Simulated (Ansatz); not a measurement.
Ge in Ansatz: the effect of functional

Ge:

```
Ge
1.0
     0.00000    2.80992    2.80992
     2.80992    0.00000    2.80992
     2.80992    2.80992    0.00000
Ge
2
Direct
  0.75000 0.75000 0.75000
  0.50000 0.50000 0.50000
```

The cell isn't the ideal one: volume scaled by 0.98.

Alike in all runs:

| Quantity | Value |
| --- | --- |
| Program | Ansatz 0.2.0 |
| Task | single point |
| Potentials or basis | Ansatz PAW |
| k mesh | 8 × 8 × 8 |
| Occupations | fermi-dirac, width 0.05 eV |
| Spin | no spin polarisation |

Question: One run gave: gap on the mesh none; pressure 0.1 GPa. Which functional did it use?
A. PBE
B. r2SCAN
C. LDA

Answer: C.

```csv
functional,cutoff,gap on the mesh (eV),pressure (GPa)
LDA,420 eV (not typed: the program's choice for these potentials),none,0.1
r2SCAN,500 eV (not typed: the program's choice for these potentials),0.53,2.2
PBE,420 eV (not typed: the program's choice for these potentials),0.22,5.2
```

Caveats: the PAW data sets come from PBE, with cores solved anew for the run's functional, which leaves a small shift of forces and pressure (some runs).

A k mesh can miss the band edges.

A gap of «none» marks a metal or a gap under the smearing width.
